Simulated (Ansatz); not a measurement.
# ZnSe: the cost of one run

Method: DFT PBEsol, scalar-relativistic, plane waves, PAW, in Ansatz 0.2.0.

1 further run of the same task is left out (it didn't finish).

### Step 1. The starting structure

The structure is cubic, space group Fm-3m (No. 225). Conventional cell: a = 5.440 Å, b = 5.440 Å, c = 5.440 Å, α = 90.00°, β = 90.00°, γ = 90.00°. Around Zn (site symmetry m-3m) lie 6 Se at 2.72 Å. Se (site symmetry m-3m) has 6 Zn at 2.72 Å as nearest neighbours.

As a file:

```cif
data_structure
_symmetry_space_group_name_H-M 'Fm-3m'
_symmetry_Int_Tables_number 225
_cell_length_a 5.4400
_cell_length_b 5.4400
_cell_length_c 5.4400
_cell_angle_alpha 90.000
_cell_angle_beta 90.000
_cell_angle_gamma 90.000
_cell_volume 160.99
loop_
_atom_site_label
_atom_site_type_symbol
_atom_site_symmetry_multiplicity
_atom_site_Wyckoff_symbol
_atom_site_fract_x
_atom_site_fract_y
_atom_site_fract_z
_atom_site_occupancy
Zn1 Zn 4 a 0.00000 0.00000 0.00000 1
Se1 Se 4 b 0.50000 0.00000 0.00000 1
```

This is a trial structure built by rule; it need not be a known or stable form of this composition.

This is a trial structure, the rocksalt prototype, and another one may lie lower.

### Step 2. Seeking zero pressure, try 1

File input.yaml:

```yaml
crystal:
  lattice:
    - [0.0, 2.72, 2.72]
    - [2.72, 0.0, 2.72]
    - [2.72, 2.72, 0.0]
  atoms:
    - { symbol: Zn, position: [0.0, 0.0, 0.0] }
    - { symbol: Se, position: [0.5, 0.5, 0.5] }
basis:
  ecutwfc: 420
kpoints:
  mp_grid: { grid: [6, 6, 6] }
hamiltonian:
  xc: pbesol
scf:
  occupations: { method: gaussian, width: 0.05 }
output:
  forces: true
  stress: true
  eigenvalues: true
```

Launch:

```sh
$ ansatz run input.yaml --threads 1 --pin off --max-ram 1228MiB --backend cpu --events-out ev --progress --plain --runs-dir out
```

Q: Estimate wall time and peak memory on 1 thread of Arm Neoverse N1, shared host.

About 2.1 s, with a peak of 0.28 GiB.
